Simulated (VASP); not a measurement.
# Na (Im-3m) in VASP: a series of runs, part 2 of 2

VASP 6.6.1.

## Step 4: Phonons, PBE+D4

This run uses another cell than the first one: it holds 1 atom, not 2.

File POSCAR:

```
Na
1.0
   -2.1410000000      2.1410000000      2.1410000000
    2.1410000000     -2.1410000000      2.1410000000
    2.1410000000      2.1410000000     -2.1410000000
Na
1
Cartesian
    0.0000000000      0.0000000000      0.0000000000
```

File INCAR.step1:

```
PREC = Accurate ; ENCUT = 600
EDIFF = 1E-8 ; ISMEAR = 1
SIGMA = 0.2 ; LREAL = F
LASPH = T ; NELM = 60
ALGO = Fast ; ISIF = 3
LWAVE = F ; LCHARG = F
GGA = PE ; IVDW = 13
IBRION = 2 ; NSW = 40
EDIFFG = -0.002
```

File INCAR.step2:

```
PREC = Accurate ; ENCUT = 600
EDIFF = 1E-8 ; ISMEAR = 1
SIGMA = 0.2 ; LREAL = F
LASPH = T ; NELM = 60
ALGO = Fast ; ISIF = 2
LWAVE = F ; LCHARG = F
GGA = PE ; IVDW = 13
IBRION = 6 ; NFREE = 2
POTIM = 0.015 ; NSW = 1
```

File KPOINTS:

```
Automatic mesh
0
Gamma
  7 7 7
```

Potentials or basis: VASP PAW PBE potentials, release 64 (Na_pv).

Command:

```bash
$ cat potpaw_PBE.64/Na_pv/POTCAR > POTCAR
$ cp INCAR.step1 INCAR
$ mpirun -np 1 vasp_std > vasp.out
$ cp CONTCAR POSCAR
$ cp INCAR.step2 INCAR
$ mpirun -np 1 vasp_std > vasp.out
```

OUTCAR:

```text
PREC = Accurate
   ENCUT = 600
   EDIFF = 1E-8
   ISMEAR = 1
   LREAL = F
   LASPH = T
   NELM = 60
   ISIF = 2
   GGA = PE
   IVDW = 13
   IBRION = 6
   NFREE = 2
   POTIM = 0.015
   NSW = 1

 ion  position               nearest neighbor table
   1  0.000  0.000  0.000-

  LATTYP: Found a body centered cubic cell.
 ALAT       =     4.1843559463

  Lattice vectors:

 A1 = (  -2.0921779731,   2.0921779731,   2.0921779731)
 A2 = (   2.0921779731,  -2.0921779731,   2.0921779731)
 A3 = (   2.0921779731,   2.0921779731,  -2.0921779731)

Analysis of symmetry for initial positions (statically):
=====================================================================
 Subroutine PRICEL returns:
 Original cell was already a primitive cell.

 Routine SETGRP: Setting up the symmetry group for a
 body centered cubic supercell.

[... 246 lines left out ...]
  ext. energy  EPLUGINS =         0.00000000
  ---------------------------------------------------
  free energy    TOTEN  =        -1.31247230 eV

  energy without entropy =       -1.31200663  energy(sigma->0) =       -1.31231708

 E-fermi :   0.3267     XC(G=0):  -6.5332

 val. band max:        0.2278164663   @ k =  -0.2857   0.4286   0.1429
 cond. band min:       0.5636791404   @ k =  -0.4286   0.4286   0.1429
 fundamental gap:      0.3358626741
 Fermi energy:         0.3267087712

 k-point     1 :       0.0000    0.0000    0.0000
  band No.  band energies     occupation
      1     -24.5290      2.00000
      2     -24.5290      2.00000
      3     -24.5290      2.00000
      4      -2.9397      2.00000
      5      12.1740      0.00000
      6      12.1740      0.00000
      7      12.1740      0.00000
[... 220 lines left out ...]
  FREE ENERGIE OF THE ION-ELECTRON SYSTEM (eV)
  ---------------------------------------------------
  free  energy   TOTEN  =        -1.3264256157 eV

  energy  without entropy=       -1.3259599462  energy(sigma->0) =       -1.32627039

 INTERNAL STRAIN TENSORS FROM DISPLACED ATOMS
 ============================================

 INTERNAL STRAIN TENSOR FOR ION    1 for displacements in x,y,z  (eV/Angst):
          X           Y           Z          XY          YZ          ZX
  --------------------------------------------------------------------------------
  x     0.00000     0.00000     0.00000     0.00000     0.00000     0.00000
  y     0.00000     0.00000     0.00000     0.00000     0.00000     0.00000
  z     0.00000     0.00000     0.00000     0.00000     0.00000     0.00000

 Eigenvectors and eigenvalues of the dynamical matrix
 ----------------------------------------------------

   1 f/i=    0.000000 THz     0.000000 2PiTHz    0.000000 cm-1     0.000000 meV
             X         Y         Z           dx          dy          dz
      0.000000  0.000000  0.000000    -0.924638    0.380846    0.000000

   2 f/i=    0.000000 THz     0.000000 2PiTHz    0.000000 cm-1     0.000000 meV
             X         Y         Z           dx          dy          dz
      0.000000  0.000000  0.000000     0.000000    0.000000    1.000000

   3 f/i=    0.000000 THz     0.000000 2PiTHz    0.000000 cm-1     0.000000 meV
             X         Y         Z           dx          dy          dz
      0.000000  0.000000  0.000000    -0.380846   -0.924638    0.000000

 ELASTIC MODULI CONTR FROM IONIC RELAXATION (kBar)
 Direction    XX          YY          ZZ          XY          YZ          ZX
 --------------------------------------------------------------------------------
 XX           0.0000      0.0000      0.0000      0.0000      0.0000      0.0000
 YY           0.0000      0.0000      0.0000      0.0000      0.0000      0.0000
 ZZ           0.0000      0.0000      0.0000      0.0000      0.0000      0.0000
 XY           0.0000      0.0000      0.0000      0.0000      0.0000      0.0000
 YZ           0.0000      0.0000      0.0000      0.0000      0.0000      0.0000
 ZX           0.0000      0.0000      0.0000      0.0000      0.0000      0.0000
 --------------------------------------------------------------------------------
```

OUTCAR.step1:

```text
PREC = Accurate
   ENCUT = 600
   EDIFF = 1E-8
   ISMEAR = 1
   LREAL = F
   LASPH = T
   NELM = 60
   ISIF = 3
   GGA = PE
   IVDW = 13
   IBRION = 2
   NSW = 40
   EDIFFG = -0.002
[... 394 lines left out ...]
 fundamental gap:      0.3358653009
 Fermi energy:         0.3267085251

 k-point     1 :       0.0000    0.0000    0.0000
  band No.  band energies     occupation
      1     -24.5291      2.00000
      2     -24.5291      2.00000
      3     -24.5291      2.00000
      4      -2.9397      2.00000
      5      12.1740      0.00000
      6      12.1740      0.00000
      7      12.1740      0.00000
[... 220 lines left out ...]
  FREE ENERGIE OF THE ION-ELECTRON SYSTEM (eV)
  ---------------------------------------------------
  free  energy   TOTEN  =        -1.3265729437 eV

  energy  without entropy=       -1.3261072769  energy(sigma->0) =       -1.32641772

 reached required accuracy - stopping structural energy minimisation
```

OSZICAR.step1:

```text
N       E                     dE             d eps       ncg     rms          rms(c)
DAV:   1     0.215713580374E+02    0.21571E+02   -0.40639E+03   280   0.926E+02
DAV:   2    -0.817772103623E+00   -0.22389E+02   -0.22388E+02   280   0.143E+02
DAV:   3    -0.130605899585E+01   -0.48829E+00   -0.48829E+00   399   0.307E+01
[... 69 lines left out ...]
RMM:   3    -0.131262308644E+01    0.62680E-04   -0.85504E-05   290   0.192E-01    0.600E-03
RMM:   4    -0.131261953942E+01    0.35470E-05   -0.39744E-06   289   0.407E-02    0.707E-04
RMM:   5    -0.131261960161E+01   -0.62189E-07   -0.11977E-06   282   0.187E-02    0.268E-04
RMM:   6    -0.131261961749E+01   -0.15880E-07   -0.10135E-07   274   0.622E-03    0.175E-04
RMM:   7    -0.131261962669E+01   -0.92047E-08   -0.37910E-08   218   0.335E-03
   6 F= -.13265729E+01 E0= -.13264177E+01  d E =-.410456E-02
```

Run time: 35 s. Hardware: 1 thread of Intel Xeon Platinum 8488C (Sapphire Rapids), shared host; peak memory 0.16 GiB.

What came out:

- Relaxed volume: 36.63 Å³/atom
- Relaxed cell: a = 3.624 Å, b = 3.624 Å, c = 3.624 Å, α = 109.47°, β = 109.47°, γ = 109.47°
- Space group after relaxing (to 0.05 Å): Im-3m (No. 229)
- Dispersion energy per atom: -0.014 eV

The path:
```csv
step,energy change (eV),largest force (eV/Å),pressure (GPa),volume (Å³)
1,0.0000,0.0000,-0.47,39.26
2,-0.0017,0.0000,-0.37,38.60
3,-0.0038,0.0000,-0.14,37.35
4,-0.0020,0.0000,0.44,34.93
5,-0.0041,0.0000,-0.02,36.73
6,-0.0041,0.0000,0.00,36.63
```

Final structure:
```
CELL_PARAMETERS angstrom
-2.09218 2.09218 2.09218
2.09218 -2.09218 2.09218
2.09218 2.09218 -2.09218
ATOMIC_POSITIONS crystal
Na 0.00000 0.00000 0.00000
```

## Step 5: The reference run

An earlier run on the cell as given: functional PBE; potentials or basis VASP PAW PBE potentials, release 64 (Na_pv); cutoff 520 eV; k mesh 9 × 9 × 9; occupations fermi-dirac, width 0.05 eV; no spin polarisation.

* Pressure: -0.4 GPa
* Band gap on the k mesh: none (metal or under the smearing width)

## Step 6: Overview

| task | level | potentials or basis | spin | cell | k mesh | cutoff (eV) | smearing | grid for exact exchange (PRECFOCK) | exchange at q = 0 | mesh quality | gap on the mesh (eV) | pressure (GPa) |
| --- | --- | --- | --- | --- | --- | --- | --- | --- | --- | --- | --- | --- |
| electric field gradients | PBEsol+D4 | VASP PAW PBE potentials, release 64 (Na_pv) | off | as given | 6 × 6 × 6 | 520 | methfessel-paxton 0.1 eV | - | - | not flagged | none | -0.6 |
| electric field gradients | B3LYP+D3(BJ) | VASP PAW PBE potentials, release 54 (Na_pv) | collinear, ferromagnetic start | as given | 5 × 5 × 5 | 520 | fermi-dirac 0.05 eV | Fast | default | coarse | none | -1.6 |
| phonons | PBE+D4 | VASP PAW PBE potentials, release 64 (Na_pv) | off | relaxed | 7 × 7 × 7 | 600 | methfessel-paxton 0.2 eV | - | - | not flagged | - | - |
| single point | PBE | VASP PAW PBE potentials, release 64 (Na_pv) | off | as given | 9 × 9 × 9 | 520 | fermi-dirac 0.05 eV | - | - | not flagged | none | -0.4 |

Caveats: some runs use coarse meshes; the PAW data sets were made with another functional, which shifts forces and pressure a little (some runs); pairwise dispersion overbinds metals, which lowers pressure and volume (some runs).

Total energies depend on the potentials used, so only differences within one code and one set of settings carry meaning.
